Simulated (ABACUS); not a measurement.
The system is Au.

```
Au
1.0
     0.00000    2.03500    2.03500
     2.03500    0.00000    2.03500
     2.03500    2.03500    0.00000
Au
1
Direct
  0.00000 0.00000 0.00000
```

| Quantity | Value |
| --- | --- |
| Program | ABACUS 3.10.1 |
| Task | single point |
| Functional | PBE |
| Potentials or basis | PseudoDojo NC SR 0.4.1 PBE standard |
| Cutoff | 1034 eV |
| Density cutoff | 4136 eV |
| Basis | plane waves |
| k mesh | 11 × 11 × 11 |
| Occupations | fermi-dirac, width 0.05 eV |
| Spin | no spin polarisation |

On this cell: pressure 10.4 GPa; band gap on the k mesh none (metal or under the smearing width).

The same run follows on a disturbed copy (cell strained at random at fixed volume):

```xyz
1
Lattice="0.0595 2.0328 2.0239 2.0628 0.0301 2.0533 2.0741 2.0734 0.0189" Properties=species:S:1:pos:R:3 pbc="T T T"
Au    0.0297    0.0344   -0.0121
```

Task: What does the disturbed cell give?

Result: The energy (extrapolated to zero smearing) moves by +6.6 meV/atom; pressure 10.6 GPa; band gap on the k mesh none (metal or under the smearing width).

Stress tensor (GPa, compression positive):
```
10.73 -2.18 -1.60
-2.18 10.57  0.26
-1.60  0.26 10.50
```
